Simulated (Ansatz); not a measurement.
I:

```
I
1.0
     0.00000    2.36560    3.90984
     2.19225    0.00000    3.90984
     2.19225    2.36560    0.00000
I
1
Direct
  0.00000 0.00000 0.00000
```

- Program: Ansatz 0.2.0
- Task: relaxation of cell and atoms
- Functional: LDA
- Potentials or basis: all-electron LAPW, scalar-relativistic
- Basis error allowed: 0.001 eV/atom
- k mesh: 9 × 9 × 9
- Occupations: fermi-dirac, width 0.05 eV
- Spin: no spin polarisation

At the start: volume 40.55 Å³/atom.

Q: How do energy, volume and symmetry change on relaxing?

A: Over 9 steps the energy falls by 34.6 meV/atom and the volume is 35.12 Å³/atom (-13.4 %); space group Fmmm (No. 69, to 0.05 Å).

Step by step:
```tsv
step	energy change (eV)	largest force (eV/Å)	volume (Å³)
1	0.0000	0.0000	40.55
2	-0.0248	0.0000	37.74
3	-0.0303	0.0000	36.38
4	-0.0331	0.0000	35.90
5	-0.0344	0.0000	35.04
6	-0.0346	0.0000	35.15
7	-0.0346	0.0000	35.15
8	-0.0346	0.0000	35.12
9	-0.0346	0.0000	35.12
```

Final structure:
```
I
1.0
     0.00000    2.25882    3.54239
     2.19474    0.00000    3.54239
     2.19474    2.25882    0.00000
I
1
Direct
  0.00000 0.00000 0.00000
```
